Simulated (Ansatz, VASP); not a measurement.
# Sc: VASP beside Ansatz

```
Sc
1.0
     0.00000    2.23951    2.23951
     2.23951    0.00000    2.23951
     2.23951    2.23951    0.00000
Sc
1
Direct
  0.00000 0.00000 0.00000
```

This isn't the form of Sc at room conditions, which is hcp.

Alike in both runs: task single point; functional LDA; k mesh 15 × 15 × 15; occupations fermi-dirac, width 0.1 eV; no spin polarisation.

|  | VASP | Ansatz |
| --- | --- | --- |
| version | VASP 6.6.1 | Ansatz 0.2.0 |
| potentials or method | VASP PAW LDA potentials, release 64 (Sc_sv), cutoff 520 eV | all-electron LAPW, scalar-relativistic |

Ansatz gave:

| Quantity | Value |
| --- | --- |
| pressure (GPa) | 0.0 |

Task: Estimate VASP's values.

Result: Pressure (GPa): 0.1.

Ansatz ran all-electron here, so the differences hold the error of VASP's frozen core and of both bases.
